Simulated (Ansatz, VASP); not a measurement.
**One calculation of BaZrO3, two programs**

INCAR

```
SYSTEM = BaZrO3
ALGO = Normal
EDIFF = 1E-6
ENCUT = 520
GGA = RP
ISIF = 2
ISMEAR = -1
LASPH = .True.
LCHARG = .False.
LREAL = .False.
LWAVE = .False.
NBANDS = 28
NELM = 60
PREC = Accurate
SIGMA = 0.05
```

Contents of KPOINTS:

```
k-points
0
Gamma
  6 6 6
  0 0 0
```

Contents of POSCAR:

```
BaZrO3
1.0
    4.1913400000      0.0000000000      0.0000000000
    0.0000000000      4.1913400000      0.0000000000
    0.0000000000      0.0000000000      4.1913400000
Ba Zr O
1 1 3
Direct
    0.0000000000      0.0000000000      0.0000000000
    0.5000000000      0.5000000000      0.5000000000
    0.5000000000      0.5000000000      0.0000000000
    0.5000000000      0.0000000000      0.5000000000
    0.0000000000      0.5000000000      0.5000000000
```

The input input.yaml:

```yaml
crystal:
  lattice:
    - [4.19134, 0.0, 0.0]
    - [0.0, 4.19134, 0.0]
    - [0.0, 0.0, 4.19134]
  atoms:
    - { symbol: Ba, position: [0.0, 0.0, 0.0] }
    - { symbol: Zr, position: [0.5, 0.5, 0.5] }
    - { symbol: O, position: [0.5, 0.5, 0.0] }
    - { symbol: O, position: [0.5, 0.0, 0.5] }
    - { symbol: O, position: [0.0, 0.5, 0.5] }
hamiltonian:
  xc: rpbe
  pseudopotentials: { kind: paw }
kpoints:
  mp_grid: { grid: [6, 6, 6] }
  band_path:
    path:
      - [[0.0, 0.0, 0.0], [0.0, 0.5, 0.0], [0.5, 0.5, 0.0], [0.0, 0.0, 0.0], [0.5, 0.5, 0.5], [0.0, 0.5, 0.0]]
      - [[0.5, 0.5, 0.0], [0.5, 0.5, 0.5]]
    npoints: 14
scf:
  occupations: { method: fermi_dirac, width: 0.05 }
  n_extra_bands: 12
output:
  forces: true
  stress: true
  eigenvalues: true
  fatbands: false
  write_density: true
  write_potential: true
  elf: true
  volumetric_format: npy
```

Alike in both runs: functional RPBE; k mesh 6 × 6 × 6; occupations fermi-dirac, width 0.05 eV; no spin polarisation.

|  | VASP | Ansatz |
| --- | --- | --- |
| version | VASP 6.6.1 | Ansatz 0.2.0 |
| potentials or method | VASP PAW PBE potentials, release 64 (Ba_sv, Zr_sv, O) | Ansatz PAW |
| plane-wave cutoff (eV) | 520 | 420 |
| valence electrons in the cell | 40 | 40 |
| task | single point | band structure |

|  | VASP | Ansatz | Ansatz less VASP |
| --- | --- | --- | --- |
| gap on the k mesh at the Fermi level (eV) | 3.24 | 3.29 | +0.052 |
| least direct gap on the mesh (eV) | 3.46 | 3.48 | +0.023 |
| pressure (GPa) | 8.7 | 7.7 | -1.01 |

Caveats: spin-orbit coupling is left out, which moves the levels of the heavy elements; the PAW data sets were made with another functional, which shifts forces and pressure a little (VASP); the pressure holds a Pulay correction of +0.4 GPa for the finite cutoff (Ansatz); the PAW data sets come from PBE, with cores solved anew for the run's functional, which leaves a small shift of forces and pressure (Ansatz). A k mesh can miss the band edges. As with any semilocal functional, this RPBE gap is likely too small.
